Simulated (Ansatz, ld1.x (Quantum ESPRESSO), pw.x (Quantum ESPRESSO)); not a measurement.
# What a changed setting does to a pw.x run (sc N)

Potential: norm-conserving RRKJ (Kleinman–Bylander form), ld1.x (Quantum ESPRESSO) 7.5, PBE; core [He], reference 2s2 2p3; waves: 2s (bound): rc 1.05 bohr; 2p (bound): rc 1.25 bohr; 3d channel at 0.05 Ry: rc 1.15 bohr; local part: the d channel; core correction: Bessel-smoothed model core inside 1.00 bohr; rho0 0.005.

The reference run (k-mesh 17³, cutoffs 135/540 Ry, Fermi–Dirac 0.01 Ry, mixing_beta 0.4, conv_thr 1e-9, no spin) gives -4.46 GPa at 6.670 Å³/atom, where all-electron LAPW gives -4.61 GPa. This run, with its own iteration cap, changes smearing to fermi, a wrong or extreme entry chosen on purpose.

```
&control
  calculation='scf', prefix='x', pseudo_dir='./', outdir='./tmp', tstress=.true., disk_io='none'
/
&system
  ibrav=0, nat=1, ntyp=1, ecutwfc=135, ecutrho=540, nbnd=9,
  occupations='smearing', smearing='fermi', degauss=0.01
/
&electrons
  conv_thr=1e-09, mixing_beta=0.4, electron_maxstep=70
/
ATOMIC_SPECIES
N 1.0 N.UPF
CELL_PARAMETERS angstrom
  1.88238568 0.00000000 0.00000000
  0.00000000 1.88238568 0.00000000
  0.00000000 0.00000000 1.88238568
ATOMIC_POSITIONS crystal
N 0.0000 0.0000 0.0000
K_POINTS automatic
17 17 17 0 0 0
```

```bash
pw.x < N.scf.in > N.scf.out
```

Question: How does the run end?

Answer: It stops with "set_occupations: smearing fermi unknown".

```
Error in routine  set_occupations (1):
      smearing fermi unknown
```
